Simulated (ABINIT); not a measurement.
# PbF2 (Fluorocronite) (Fm-3m) in ABINIT: dielectric tensor with LDA

Aim: the dielectric tensor of PbF2 (Fluorocronite) with LDA.

Everything below comes from runs of ABINIT 10.8.3 (patched build). Logs are shortened: lines on timing, memory, paths and dates and some standing lists are left out, and cuts for length are marked. The log counts tension as positive stress, the text compression.

## Step 1: The crystal as given

The structure is cubic, space group Fm-3m (No. 225). Conventional cell: a = 5.927 Å, b = 5.927 Å, c = 5.927 Å, α = 90.00°, β = 90.00°, γ = 90.00°. Pb (site symmetry m-3m) is surrounded by 8 F at 2.57 Å. F (site symmetry -43m) has 4 Pb at 2.57 Å as nearest neighbours.

## Step 2: Dielectric tensor, LDA

File run.abi:

```
ndtset 3

pp_dirpath "./"
pseudos "Pb.upf, F.upf"

acell 3*1.0 Angstrom
rprim
     0.0000000000     2.9636600000     2.9636600000
     2.9636600000     0.0000000000     2.9636600000
     2.9636600000     2.9636600000     0.0000000000
ntypat 2
znucl 82 9
natom 3
typat 1 2 2
xred
            0.0            0.0            0.0
            3/4            3/4            3/4
            1/4            1/4            1/4

ecut 35.0

ngkpt 4 4 4
nshiftk 4
shiftk
     0.5000000000     0.5000000000     0.5000000000
     0.5000000000     0.0000000000     0.0000000000
     0.0000000000     0.5000000000     0.0000000000
     0.0000000000     0.0000000000     0.5000000000

ixc 7

nband 14
occopt 1

nstep 80
diemac 6.0

prteig 0
prtebands 0
prtwf 0
prtden 0
prtpot 0

kptopt1 1
tolvrs1 1.0e-15
prtwf1 1

iscf2 -3
rfelfd2 2
rfdir2 1 1 1
getwfk2 1
kptopt2 2
nqpt2 1
qpt2 0.0 0.0 0.0
tolwfr2 1.0e-18
prtwf2 1

rfelfd3 3
rfdir3 1 1 1
getwfk3 1
getddk3 2
kptopt3 2
nqpt3 1
qpt3 0.0 0.0 0.0
tolvrs3 1.0e-8
```

File mrgddb.in:

```
merged_DDB
PbF2
2
runo_DS1_DDB
runo_DS3_DDB
```

File anaddb.abi:

```
ddb_filepath "merged_DDB"
output_file "anaddb.abo"
outdata_prefix "ana"
asr 1
chneut 1
dipdip 1
dieflag 2
enunit 0
```

Potentials or basis: PseudoDojo NC SR LDA v0.4.1 standard.

The run is started by

```console
abinit run.abi > log 2>&1
mrgddb < mrgddb.in > mrgddb.log 2>&1
anaddb anaddb.abi > anaddb.log 2>&1
```

run.abo:

```text
.Version 10.8.3 of ABINIT
 DATASET    1 : space group Fm -3 m (#225); Bravais cF (face-center cubic)
================================================================================
 Values of the parameters that define the memory need for DATASET  1.
     intxc =       0    ionmov =       0      iscf =       7    lmnmax =       6
     lnmax =       6     mgfft =      45  mpssoang =       3    mqgrid =    3001
     natom =       3  nloc_mem =       1    nspden =       1   nspinor =       1
    nsppol =       1      nsym =      48    n1xccc =    2501    ntypat =       2
    occopt =       1   xclevel =       1
       mpw =        3494          nfft =       91125          nkpt =          10
================================================================================
================================================================================

 DATASET    2 : space group Fm -3 m (#225); Bravais cF (face-center cubic)
================================================================================
 Values of the parameters that define the memory need for DATASET  2 (RF).
     intxc =       0      iscf =      -3    lmnmax =       6     lnmax =       6
     mgfft =      45  mpssoang =       3    mqgrid =    3001     natom =       3
  nloc_mem =       1    nspden =       1   nspinor =       1    nsppol =       1
      nsym =      48    n1xccc =    2501    ntypat =       2    occopt =       1
   xclevel =       1
      nfft =       91125          nkpt =         128
================================================================================
================================================================================

 DATASET    3 : space group Fm -3 m (#225); Bravais cF (face-center cubic)
================================================================================
 Values of the parameters that define the memory need for DATASET  3 (RF).
     intxc =       0      iscf =       7    lmnmax =       6     lnmax =       6
     mgfft =      45  mpssoang =       3    mqgrid =    3001     natom =       3
  nloc_mem =       1    nspden =       1   nspinor =       1    nsppol =       1
      nsym =      48    n1xccc =    2501    ntypat =       2    occopt =       1
   xclevel =       1
      nfft =       91125          nkpt =         128
================================================================================
================================================================================

--------------------------------------------------------------------------------
------------- Echo of variables that govern the present computation ------------
--------------------------------------------------------------------------------
 -outvars: echo values of preprocessed input variables --------
            acell      1.8897261259E+00  1.8897261259E+00  1.8897261259E+00 Bohr
              amu      2.07200000E+02  1.89984032E+01
           diemac      6.00000000E+00
             ecut      3.50000000E+01 Hartree
           getddk1          0
           getddk2          0
           getddk3          2
           getwfk1          0
           getwfk2          1
           getwfk3          1
             iscf1          7
             iscf2         -3
             iscf3          7
              ixc           7
           jdtset        1    2    3
                       outvar_i_n : Printing only first  50 k-points.
           kptopt1          1
           kptopt2          2
           kptopt3          2
         kptrlatt        4   -4    4     -4    4    4     -4   -4    4
          kptrlen      4.48040458E+01
            natom           3
            nband1         14
            nband2         14
            nband3         14
           ndtset           3
            ngfft          45      45      45
             nkpt1         10
             nkpt2        128
             nkpt3        128
             nqpt1          0
             nqpt2          1
             nqpt3          1
            nstep          80
             nsym          48
           ntypat           2
        optdriver1          0
        optdriver2          1
        optdriver3          1
           prtden           0
        prtebands           0
           prteig           0
            prtwf1          1
            prtwf2          1
            prtwf3          0
           rfelfd1          0
           rfelfd2          2
           rfelfd3          3
            rprim      0.0000000000E+00  2.9636600000E+00  2.9636600000E+00
                       2.9636600000E+00  0.0000000000E+00  2.9636600000E+00
                       2.9636600000E+00  2.9636600000E+00  0.0000000000E+00
           shiftk      5.00000000E-01  5.00000000E-01  5.00000000E-01
          spgroup         225
           tolvrs1     1.00000000E-15
           tolvrs2     0.00000000E+00
           tolvrs3     1.00000000E-08
           tolwfr1     0.00000000E+00
           tolwfr2     1.00000000E-18
           tolwfr3     0.00000000E+00
[... 436 lines left out ...]
...

 mkfilename : getwfk/=0, take file _WFK from output of DATASET   1.

 mkfilename : getddk/=0, take file _1WF from output of DATASET   2.

 Exchange-correlation functional for the present dataset will be:
  LDA: Perdew-Wang 92 LSD fit to Ceperley-Alder data - ixc=7
  J.P.Perdew and Y.Wang, PRB 45, 13244 (1992)

 Real(R)+Recip(G) space primitive vectors, cartesian coordinates (Bohr,Bohr^-1):
 R(1)=  0.0000000  5.6005057  5.6005057  G(1)= -0.0892777  0.0892777  0.0892777
 R(2)=  5.6005057  0.0000000  5.6005057  G(2)=  0.0892777 -0.0892777  0.0892777
 R(3)=  5.6005057  5.6005057  0.0000000  G(3)=  0.0892777  0.0892777 -0.0892777
 Unit cell volume ucvol=  3.5132717E+02 bohr^3
 Angles (23,13,12)=  6.00000000E+01  6.00000000E+01  6.00000000E+01 degrees
 setup1 : take into account q-point for computing boxcut.

 getcut: wavevector=  0.0000  0.0000  0.0000  ngfft=  45  45  45
         ecut(hartree)=     35.000   => boxcut(ratio)=   2.08599
--------------------------------------------------------------------------------

 ==>  initialize data related to q vector <==

 The list of irreducible perturbations for this q vector is:
    1)    idir= 1    ipert=   5

================================================================================

 The perturbation idir=   2  ipert=   5 is
 symmetric of a previously calculated perturbation.
 So, its SCF calculation is not needed.

 The perturbation idir=   3  ipert=   5 is
 symmetric of a previously calculated perturbation.
 So, its SCF calculation is not needed.

--------------------------------------------------------------------------------
 Perturbation wavevector (in red.coord.)   0.000000  0.000000  0.000000
 Perturbation : homogeneous electric field along direction   1
 The set of symmetries contains only one element for this perturbation.
 symkpt : not enough symmetry to change the number of k points.

--------------------------------------------------------------------------------

--------------------------------------------------------------------------------

 Initialisation of the first-order wave-functions :
  ireadwf=   0

--- !BeginCycle
iteration_state: {dtset: 3, }
solver: {iscf: 7, nstep: 80, nline: 4, wfoptalg: 0, }
tolerances: {tolvrs: 1.00E-08, }
...

     iter   2DEtotal(Ha)        deltaE(Ha) residm    vres2
-ETOT  1  -42.424249738385     -4.242E+01 2.253E+00 7.026E+04
 ETOT  2  -51.177158265413     -8.753E+00 2.987E-01 3.354E+04
 ETOT  3  -62.821370422386     -1.164E+01 2.367E-02 1.559E+02
 ETOT  4  -62.864820321875     -4.345E-02 8.654E-04 3.042E+01
 ETOT  5  -62.873910608567     -9.090E-03 2.425E-04 7.455E+00
 ETOT  6  -62.876283224216     -2.373E-03 3.319E-05 1.317E-01
 ETOT  7  -62.876327113573     -4.389E-05 3.664E-06 3.531E-03
 ETOT  8  -62.876327209241     -9.567E-08 2.262E-07 4.268E-03
 ETOT  9  -62.876328647129     -1.438E-06 5.018E-09 2.466E-05
 ETOT 10  -62.876328659904     -1.278E-08 8.311E-10 7.048E-06
 ETOT 11  -62.876328661832     -1.928E-09 5.242E-11 1.135E-07
 ETOT 12  -62.876328661885     -5.261E-11 2.337E-12 6.896E-09

 At SCF step   12       vres2   =  6.90E-09 < tolvrs=  1.00E-08 =>converged.
-open ddk wf file :runo_DS2_1WF10
-open ddk wf file :runo_DS2_1WF11
-open ddk wf file :runo_DS2_1WF12
================================================================================

 ----iterations are completed or convergence reached----

 Mean square residual over all n,k,spin=   66.624E-15; max=  23.368E-13

 2DEtotal=   -0.6287632866E+02 Ha. Also 2DEtotal=   -0.171095206495E+04 eV
    (  non-var. 2DEtotal :   -6.2876331153E+01 Ha)
================================================================================

 ---- first-order wavefunction calculations are completed ----

 ==> Compute Derivative Database <==
 The violation of the charge neutrality conditions
 by the effective charges is as follows :
    atom        electric field
 displacement     direction
       1               1        0.001840        0.000000
       1               2       -0.000000        0.000000
       1               3       -0.000000        0.000000
       2               1        0.000000        0.000000
       2               2        0.001840        0.000000
       2               3        0.000000        0.000000
       3               1       -0.000000        0.000000
       3               2        0.000000        0.000000
       3               3        0.001840        0.000000

 Effective charge tensors after
 imposition of the charge neutrality (if requested by user),
 and eventual restriction to some part :
   atom    displacement
         1         1    3.176043E+00    3.313135E-16    1.067294E-16
         1         2    3.313134E-16    3.176043E+00   -1.329937E-16
         1         3   -3.313134E-16   -3.313135E-16    3.176043E+00
         2         1   -1.588021E+00   -8.000126E-16    8.981692E-16
         2         2   -1.688191E-15   -1.588021E+00   -8.850371E-16
         2         3    1.688191E-15    8.000126E-16   -1.588021E+00
         3         1   -1.588021E+00    4.686992E-16   -1.004898E-15
         3         2    1.356877E-15   -1.588021E+00    1.018031E-15
         3         3   -1.356877E-15   -4.686992E-16   -1.588021E+00
 Now, the imaginary part of the dynamical matrix is zeroed

  Dielectric tensor, in cartesian coordinates,
     j1       j2             matrix element
  dir pert dir pert     real part    imaginary part

   1    5   1    5         3.3824226807        -0.0000000000

   2    5   2    5         3.3824226807        -0.0000000000

   3    5   3    5         3.3824226807        -0.0000000000

  Effective charges, in cartesian coordinates,
  (from electric field response)
   if specified in the inputs, charge neutrality has been imposed
     j1       j2             matrix element
  dir pert dir pert     real part    imaginary part

   1    1   1    5         3.1760429852         0.0000000000
   1    2   1    5        -1.5880214926         0.0000000000
   1    3   1    5        -1.5880214926         0.0000000000

   2    1   2    5         3.1760429852         0.0000000000
   2    2   2    5        -1.5880214926         0.0000000000
   2    3   2    5        -1.5880214926         0.0000000000

   3    1   3    5         3.1760429852         0.0000000000
   3    2   3    5        -1.5880214926         0.0000000000
   3    3   3    5        -1.5880214926         0.0000000000

== END DATASET(S) ==============================================================
================================================================================

 -outvars: echo values of variables after computation  --------
            acell      1.8897261259E+00  1.8897261259E+00  1.8897261259E+00 Bohr
           etotal1    -1.1949747293E+02
           etotal2    -4.5403064977E+01
           etotal3    -6.2876328662E+01
            fcart1     2.3475883048E-31 -1.7215647569E-31  1.5650588699E-32
                      -9.3903532194E-32 -3.1301177398E-32  3.4431295138E-31
                      -1.4085529829E-31  2.0345765309E-31 -3.5996354008E-31
            fcart3     0.0000000000E+00  0.0000000000E+00  0.0000000000E+00
                       0.0000000000E+00  0.0000000000E+00  0.0000000000E+00
                       0.0000000000E+00  0.0000000000E+00  0.0000000000E+00
            rprim      0.0000000000E+00  2.9636600000E+00  2.9636600000E+00
                       2.9636600000E+00  0.0000000000E+00  2.9636600000E+00
                       2.9636600000E+00  2.9636600000E+00  0.0000000000E+00
           strten1     2.0575634220E-04  2.0575634220E-04  2.0575634220E-04
                       0.0000000000E+00  0.0000000000E+00  0.0000000000E+00
           strten3     0.0000000000E+00  0.0000000000E+00  0.0000000000E+00
                       0.0000000000E+00  0.0000000000E+00  0.0000000000E+00
           xangst      0.0000000000E+00  0.0000000000E+00  0.0000000000E+00
                       4.4454900000E+00  4.4454900000E+00  4.4454900000E+00
                       1.4818300000E+00  1.4818300000E+00  1.4818300000E+00
             xred      0.0000000000E+00  0.0000000000E+00  0.0000000000E+00
                       7.5000000000E-01  7.5000000000E-01  7.5000000000E-01
                       2.5000000000E-01  2.5000000000E-01  2.5000000000E-01
 Calculation completed.
```

It took 18 min on 1 thread of Arm Neoverse V2, shared host; peak memory 0.37 GiB.

Results:

* Free energy: -3251.6919 eV
* Electronic dielectric tensor (diagonal): 3.38
* Born charges (mean of the diagonal): Pb +3.18; F -1.59 e

Electronic dielectric tensor:
```
3.38 0.00 0.00
0.00 3.38 0.00
0.00 0.00 3.38
```

Born effective charge tensors (e):
atom 1, Pb
```
3.18 0.00 0.00
0.00 3.18 0.00
0.00 0.00 3.18
```
atom 2, F
```
-1.59  0.00  0.00
 0.00 -1.59  0.00
 0.00  0.00 -1.59
```
atom 3, F
```
-1.59  0.00  0.00
 0.00 -1.59  0.00
 0.00  0.00 -1.59
```

 The run has no spin-orbit coupling, so splittings on Pb are missing.
